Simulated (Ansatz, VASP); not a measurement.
# Sn in VASP and in Ansatz

```
Sn
1.0
    -1.89465    1.89465    1.89465
     1.89465   -1.89465    1.89465
     1.89465    1.89465   -1.89465
Sn
1
Direct
  0.00000 0.00000 0.00000
```

This isn't the form of Sn at room conditions, which is tetragonal (white tin).

Alike in both runs: task single point; functional PBEsol; k mesh 11 × 11 × 11; no spin polarisation.

|  | VASP | Ansatz |
| --- | --- | --- |
| version | VASP 6.6.1 | Ansatz 0.2.0 |
| potentials or method | VASP PAW PBE potentials, release 64 (Sn_d) | plane waves, PAW |
| plane-wave cutoff (eV) | 520 | 420 |
| occupations | fermi-dirac, width 0.1 eV | fermi-dirac |
| valence electrons in the cell | 14 | 14 |

```csv
,VASP,Ansatz,Ansatz less VASP
pressure (GPa),-1.8,-1.7,+0.06
```

Caveats: the PAW data sets were made with another functional, which shifts forces and pressure a little (VASP).
